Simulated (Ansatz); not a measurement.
Step by step: MnO, relaxation of cell and atoms

Method: DFT, PBE, PAW with Ansatz's default frozen-core files, scalar-relativistic in Ansatz 0.2.0.

Command: `ansatz run input.yaml --threads 1 --pin off --max-ram 3072MiB --backend cpu --events-out ev --progress --plain --runs-dir out` The run took about 23 s on 1 thread of a shared machine.

```yaml
crystal:
  lattice:
    - [0.0, 2.2322827293, 2.2322827293]
    - [2.2322827293, 0.0, 2.2322827293]
    - [2.2322827293, 2.2322827293, 0.0]
  atoms:
    - { symbol: Mn, position: [0.0, 0.0, 0.0], spin: 4.0 }
    - { symbol: O, position: [0.5, 0.5, 0.5] }
magnetization:
  spin_polarized: true
kpoints:
  mp_grid: { grid: [13, 13, 13] }
scf:
  occupations: { method: fermi_dirac, width: 0.05 }
hamiltonian:
  xc: pbe
  pseudopotentials: { kind: paw }
output:
  forces: true
  stress: true
relax:
  f_tol: 0.005
  max_steps: 80
  cell: {}
```

Semilocal functionals without U often leave such compounds metallic or with too small a gap, and the real magnetic order may differ.

The run is spin-polarised from parallel moments and ends with 4.74 μB in the cell; other orders may lie lower.

The cell is built from the rocksalt type as a first guess.

The cutoff is 420 eV; energies and pressures of the walk include the program's estimate of the Pulay term.

Each frame lists the cell vectors (Å), then Cartesian positions (Å); symmetry keeps all forces zero. Free energies count from the first step, -4466.1725 eV.

The walk took 7 evaluations in all; steps that aren't listed are left out.

Step 1: E = 0.0 meV, P = -1.59 GPa

```
cell 0.0000 2.2323 2.2323 2.2323 0.0000 2.2323 2.2323 2.2323 0.0000
Mn    0.0000    0.0000    0.0000
O     2.2323    2.2323    2.2323
```

Step 2: E = -2.0 meV, P = -0.88 GPa

```
cell 0.0000 2.2266 2.2266 2.2266 0.0000 2.2266 2.2266 2.2266 0.0000
Mn    0.0000    0.0000    0.0000
O     2.2266    2.2266    2.2266
```

Question: How does the relaxation end?

Answer: It converges, with a = 4.439 Å, b = 4.439 Å, c = 4.439 Å, α = 90.00°, β = 90.00°, γ = 90.00° (conventional cell, space group Fm-3m). The last solve (on a basis chosen afresh for the final cell, so its energy is not quite comparable) gives E = -2.0 meV, P = 0.00 GPa:
```
cell 0.0000 2.2197 2.2197 2.2197 0.0000 2.2197 2.2197 2.2197 0.0000
Mn    0.0000    0.0000    0.0000
O     2.2197    2.2197    2.2197
```
